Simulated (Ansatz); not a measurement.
A (001) slab of Ag (R-3m (No. 166)), 6 planes, outer planes Ag (top) and Ag (bottom), with 6 atoms (Ag6) in a surface cell of A = 7.463 Å², as cut from the bulk:

```
Ag
1.0
     2.93557    0.00000    0.00000
    -1.46778    2.54228    0.00000
     0.00000    0.00000   26.96917
Ag
6
Direct
  0.00000 0.00000 0.27810
  0.66667 0.33333 0.36682
  0.33333 0.66667 0.45555
  0.66667 0.33333 0.54445
  0.33333 0.66667 0.63318
  0.00000 0.00000 0.72190
```

The calculation used DFT PBE, scalar-relativistic, plane waves, PAW in Ansatz. Settings: cutoff 420 eV, Γ-centred mesh 12×12×1 on the computed 6-atom cell, Gaussian smearing of 0.10 eV; no spin polarisation.

Against the same 6 atoms in the bulk, the slab as cut lies 0.690 eV higher and the relaxed slab 0.687 eV higher.

Problem. Work out the surface energy before and after relaxation.

Solution. The slab has two faces, so γ = (E_slab − N·E_bulk)/(2A), the mean of both. As cut: 0.690/(2 × 7.463) = 0.0462 eV/Å², and 1 eV/Å² = 16.02 J/m², so γ = 0.74 J/m². Relaxed: 0.687/(2 × 7.463) = 0.0460 eV/Å² = 0.74 J/m². Relaxation recovers 0.4 % of the cost of cutting.

Problem. What is the ideal work of this cut, per area?

Solution. Griffith's ideal work is 2γ: 1.48 J/m² if the new faces stay rigid, 1.47 J/m² if they relax. One thickness was run, 6 planes, so γ can still shift with it.

The reference crystal is a form of Ag, which isn't its usual structure.